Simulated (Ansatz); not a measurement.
## ZnO: the gap under strain, fitted and tested

Plane-wave DFT in Ansatz, PBEsol, scalar-relativistic PAW potentials, cutoff 420 eV, no spin-orbit coupling; no spin polarisation. ZnO in space group P6_3mc. Uniaxial strain along c; a, b and atoms relaxed (conventional cell); Kohn–Sham gaps sought over the whole zone.

| strain (%) | space group | gap (eV) |
| --- | --- | --- |
| -6.0 | P6_3mc | 0.815 |
| -4.0 | P6_3mc | 0.782 |
| -2.0 | P6_3mc | 0.745 |
| +0.0 | P6_3mc | 0.704 |
| +2.0 | P6_3mc | 0.656 |
| +4.0 | P6_3mc | ? |
| +6.0 | P6_3mc | 0.529 |

Fit the given gaps and predict the missing one.

Next to zero the slopes are -21 meV per % on the compressed side and -24 on the stretched side. No break shows at zero, so all given rows go into a parabola: E_g = 0.704 -0.0236 ε -0.00089 ε² eV (ε in %; scatter 2 meV). At +4.0 % this gives 0.595 eV; the run gave 0.598 eV, 3 meV away. The fit holds.

Cost: about 14 core-minutes for the runs cited, on Arm Neoverse V2 (shared hosts).